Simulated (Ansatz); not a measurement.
Lu (simple hexagonal type) under strong compression

```
CELL_PARAMETERS angstrom
3.30828 0.00000 0.00000
-1.65414 2.86506 0.00000
0.00000 0.00000 3.27158
ATOMIC_POSITIONS crystal
Lu 0.00000 0.00000 0.00000
```

The cell comes from a relaxation on PAW files under the same functional, begun from a prototype that needn't be the stable phase.

Its volume is scaled, and at each volume shape and atoms are relaxed on PAW files; all methods then take that cell.

All numbers are PBE results (scalar-relativistic) from Ansatz 0.2.0, with a Γ-centred 13×13×12 k mesh, Fermi–Dirac smearing of 0.08 eV, no spin polarisation. Methods: LAPW: all electrons, basis error target 1 meV/atom; PAW: frozen-core files, cutoff 420 eV; crystal datasets: all electrons, by PAW datasets that the program makes for each cell; norm-conserving: pseudopotentials, cutoff 1361 eV; PAW (core large): files with a larger core, cutoff 420 eV.

Energies are extrapolated to zero smearing and count from the unscaled cell; pressure is positive in compression; gaps take the mesh and a band path. No temperature or zero-point motion is included.

Spin–orbit coupling is left out, which matters for the heavy atoms. The structure type is held throughout; the real material can change phase at far lower pressure.

```
V/V0  V (Å³/atom)  P LAPW (GPa)  ΔE LAPW (eV/atom)  P PAW − LAPW (GPa)  ΔE PAW − LAPW (meV/atom)  space group  shortest distance (Å)
1.00        31.01          0.01              0.000               -0.01                       0.0       P6/mmm                  3.272
0.95        29.46          1.91              0.008               -0.01                       0.0       P6/mmm                  3.201
0.85        26.36             ?                  ?                   ?                         ?            ?                      ?
0.75        23.26         16.18              0.312               -0.02                      -0.4       P6/mmm                  2.918
0.65        20.16          30.8              0.753               -0.02                      -0.7       P6/mmm                  2.770
0.55        17.06          58.7              1.582               -0.05                      -1.2       P6/mmm                  2.615
0.45        13.95         119.3              3.218               -0.15                      -3.0       P6/mmm                  2.440
0.40        12.40         177.7              4.633               -0.23                      -4.7       P6/mmm                  2.345
```

Fit the Vinet equation to the LAPW pressures shown (residuals weighted by 1/(|P| + 0.03·Pmax)), and predict the pressure of the withheld row.

The fit gives V0 = 31.13 Å³/atom, B0 = 27.8 GPa and B0′ = 4.64. At 26.36 Å³/atom, x = (V/V0)^(1/3) = 0.9460, and P = 3·B0·(1 − x)/x²·exp[1.5·(B0′ − 1)·(1 − x)] = 6.76 GPa. The run itself gave 7.36 GPa (-8.2 % off) and ΔE = 0.092 eV/atom.

At the smallest volume, how far do crystal datasets and norm-conserving and PAW (core large) lie from LAPW in pressure?

crystal datasets: 0.00 GPa; norm-conserving: -1.41 GPa; PAW (core large): -0.23 GPa, on a LAPW pressure of 177.7 GPa.

How do the Löwdin populations by LAPW change from the unscaled cell to the last row?

Lu 5s 1.95 → 1.81, Lu 6s 0.86 → 0.42, Lu 5p 5.97 → 5.76, Lu 5d 2.17 → 3.11, Lu 4f 13.99 → 13.90 electrons an atom. These are projections on the shells that the free atoms fill; 0.07 e a cell lies outside them at the start and 0.02 e at the end.
